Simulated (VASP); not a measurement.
Write the native input for VASP 6.6.1 that does the following.

| Item | Value |
| --- | --- |
| Task | relaxation of cell and atoms |
| Functional | PBEsol |
| Potentials or basis | VASP PAW PBE potentials, release 64 (Be) |
| Cutoff | 600 eV |
| k mesh | 18 × 18 × 10 |
| Occupations | methfessel-paxton, width 0.1 eV |
| Spin | no spin polarisation |
| Target pressure | 94.7 GPa |
| Further INCAR settings | ALGO = Normal; EDIFF = 1e-06; IBRION = 2; EDIFFG = -0.01; NSW = 90; ISIF = 3 |
| Target pressure | 94.7 GPa |

The structure of Be lies in POSCAR:

```
Be
1.0
    2.2853000000      0.0000000000      0.0000000000
   -1.1426500000      1.9791278553      0.0000000000
    0.0000000000      0.0000000000      3.5842000000
Be
2
Direct
    0.3333333333      0.6666666667      0.2500000000
    0.6666666667      0.3333333333      0.7500000000
```

These files were run (other wordings do the same):

INCAR

```
SYSTEM = Be
PREC = Accurate
ENCUT = 600
EDIFF = 1E-6
ISMEAR = 1
SIGMA = 0.1
LREAL = .False.
LASPH = .True.
NELM = 80
ALGO = Normal
ISIF = 3
LWAVE = .False.
LCHARG = .False.
GGA = PS
IBRION = 2
NSW = 90
EDIFFG = -0.01
PSTRESS = 947.0
```

KPOINTS

```
Automatic mesh
0
Gamma
  18 18 10
  0 0 0
```

Potentials or basis: VASP PAW PBE potentials, release 64 (Be).

Launch:

```console
$ cat potpaw_PBE.64/Be/POTCAR > POTCAR
$ mpirun -np 1 vasp_std > vasp.out
```

Results of the run:

- Relaxed volume: 5.28 Å³/atom
- Relaxed cell: a = 1.967 Å, b = 1.967 Å, c = 3.151 Å, α = 90.00°, β = 90.00°, γ = 120.00°
- Space group after relaxing (to 0.05 Å): P6_3/mmc (No. 194)
- Energy change on relaxing (the enthalpy is what falls): +566.4 meV/atom
- Ionic steps: 10
- Pressure after relaxing: 94.7 GPa
- Band gap on the k mesh: none (metal or under the smearing width)

Caveat: the cell is relaxed towards a set pressure, so the enthalpy falls and the energy may rise; the volume moved by over 15 % at a fixed basis, so the end points are rough; the PAW data sets were made with another functional, which shifts forces and pressure a little.

Wall time 51 s on 1 thread of Intel(R) Xeon(R) Platinum 8488C (Sapphire Rapids), with other jobs on the host, peak memory 0.15 GiB.
